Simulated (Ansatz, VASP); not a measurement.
One calculation of BaTiO3, two programs

The input INCAR:

```
SYSTEM = BaTiO3
ALGO = Normal
EDIFF = 1E-6
ENCUT = 520
GGA = PE
ISIF = 2
ISMEAR = 1
LASPH = .TRUE.
LCHARG = .TRUE.
LDAU = .TRUE.
LDAUJ = 0 0 0
LDAUL = -1 2 -1
LDAUPRINT = 1
LDAUTYPE = 2
LDAUU = 0 7 0
LELF = .TRUE.
LMAXMIX = 4
LREAL = .FALSE.
LVHAR = .TRUE.
LWAVE = .FALSE.
NBANDS = 28
NELM = 150
PREC = Accurate
SIGMA = 0.05
```

File KPOINTS:

```
k-points
0
G
  6 6 6
  0 0 0
```

File POSCAR:

```
BaTiO3
1.0
    4.0060000000      0.0000000000      0.0000000000
    0.0000000000      4.0060000000      0.0000000000
    0.0000000000      0.0000000000      4.0060000000
Ba Ti O
1 1 3
Direct
    0.5000000000      0.5000000000      0.5000000000
    0.0000000000      0.0000000000      0.0000000000
    0.5000000000      0.0000000000      0.0000000000
    0.0000000000      0.5000000000      0.0000000000
    0.0000000000      0.0000000000      0.5000000000
```

Input for Ansatz:

```yaml
crystal:
  lattice:
    - [4.006, 0.0, 0.0]
    - [0.0, 4.006, 0.0]
    - [0.0, 0.0, 4.006]
  atoms:
    - { symbol: Ba, position: [0.5, 0.5, 0.5] }
    - { symbol: Ti, position: [0.0, 0.0, 0.0] }
    - { symbol: O, position: [0.5, 0.0, 0.0] }
    - { symbol: O, position: [0.0, 0.5, 0.0] }
    - { symbol: O, position: [0.0, 0.0, 0.5] }
kpoints:
  mp_grid:
    grid: [6, 6, 6]
hamiltonian:
  hubbard:
    - { species: Ti, l: d, u_eff: 7.0 }
scf:
  occupations:
    method: cold
    width: 0.05
output:
  eigenvalues: true
```

Alike in both runs: task single point; functional PBE; k mesh 6 × 6 × 6; no spin polarisation; Hubbard terms Ti d U = 7.0 eV.

|  | VASP | Ansatz |
| --- | --- | --- |
| version | VASP 6.6.1 | Ansatz 0.2.0 |
| potentials or method | VASP PAW PBE potentials, release 64 (Ba_sv, Ti_sv, O) | plane waves, PAW |
| plane-wave cutoff (eV) | 520 | 420 |
| occupations | methfessel-paxton of order 1, width 0.05 eV | cold, width 0.05 eV |
| valence electrons in the cell | 40 | 40 |

Ansatz gave:

```
gap on the k mesh at the Fermi level (eV) : 2.71
```

**Question.** Which values does VASP return?

**Answer.** gap on the k mesh at the Fermi level (eV): 2.61.

The programs project onto different local orbitals, so the same U acts differently.

Caveats: spin-orbit coupling is left out, which moves the levels of the heavy elements. A k mesh can miss the band edges.
